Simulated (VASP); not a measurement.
Write the native input for VASP 6.6.1 that does the following.

* Task: single point
* Functional: PBE
* Potentials or basis: VASP PAW PBE potentials, release 64 (Au)
* Cutoff: 520 eV
* k mesh: 20 × 20 × 20
* Occupations: gaussian, width 0.15 eV
* Spin: no spin polarisation
* Dipole correction: no
* Further INCAR settings: ALGO = Fast; EDIFF = 1e-06; NBANDS = 12

The structure of Au lies in POSCAR:

```
Au
1.0
   -1.6572690000      1.6572690000      1.6075509300
    1.6572690000     -1.6572690000      1.6075509300
    1.6572690000      1.6572690000     -1.6075509300
Au
1
Direct
    0.0000000000      0.0000000000      0.0000000000
```

This isn't the form of Au at room conditions, which is fcc.

The cell isn't the ideal one: strain +0.000 along x and y, -0.030 along z, atoms carried along.

One way to write it, as run:

INCAR

```
ALGO     = Fast           # electronic algorithm
EDIFF    = 1E-6           # SCF threshold, eV
ENCUT    = 520            # plane-wave cutoff, eV
GGA      = PE             # functional
ISIF     = 2              # what is computed and relaxed
ISMEAR   = 0              # smearing method
LASPH    = True           # aspherical terms in the spheres
LCHARG   = True           # write CHGCAR
LELF     = True           # ELF
LREAL    = False          # projectors in reciprocal space
LVHAR    = True         
LWAVE    = False          # write WAVECAR
NBANDS   = 12             # bands
NELM     = 80             # most SCF steps
PREC     = Accurate       # precision mode
SIGMA    = 0.15           # smearing width, eV
```

KPOINTS

```
k-points
0
Gamma
  20 20 20
```

Potentials or basis: VASP PAW PBE potentials, release 64 (Au).

Command:

```console
$ cat potpaw_PBE.64/Au/POTCAR > POTCAR
$ mpirun -np 1 vasp_std > vasp.out
```

It gave:

| Property | Result |
| --- | --- |
| Pressure | 2.7 GPa |
| Band gap on the k mesh | none (metal or under the smearing width) |

Run time: 37 s on 1 thread of Intel(R) Xeon(R) 6975P-C (Granite Rapids), with other jobs on the host, peak memory 0.25 GiB.
